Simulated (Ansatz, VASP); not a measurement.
Sn: VASP beside Ansatz

```xyz
4
Lattice="2.6098 -2.4483 0.0000 2.6098 2.4483 0.0000 0.0000 0.0000 8.3446" Properties=species:S:1:pos:R:3 pbc="T T T"
Sn    2.6098   -1.2258    1.0560
Sn    2.6098   -1.2225    5.2283
Sn    2.6098    1.2258    7.2885
Sn    2.6098    1.2225    3.1162
```

Alike in both runs: functional r2SCAN; k mesh 4 × 4 × 2; occupations gaussian, width 0.1 eV; no spin polarisation.

Ansatz relaxed the structure, and its values are those at the end. VASP's run is a single point on that final structure, the one shown.

|  | VASP | Ansatz |
| --- | --- | --- |
| version | VASP 6.6.1 | Ansatz 0.2.0 |
| potentials or method | VASP PAW PBE potentials, release 64 (Sn_d) | scalar-relativistic, plane waves, PAW |
| plane-wave cutoff (eV) | 520 | 500 |
| valence electrons in the cell | 56 | 56 |

```csv
,VASP,Ansatz,Ansatz less VASP
gap on the k mesh at the Fermi level (eV),none,none,-
pressure (GPa),-0.1,-0.1,+0.01
rms of the force components (eV/Å),0.002,0.003,+0.0009
```

A gap of «none» marks a metal or a gap that the smearing closes. With one functional, cell and mesh, what is left measures potentials, basis and numerics.

Caveats: the k mesh is coarse (spacing up to 0.44 Å⁻¹), so the values aren't converged; the PAW data sets were made with another functional, which shifts forces and pressure a little (VASP).
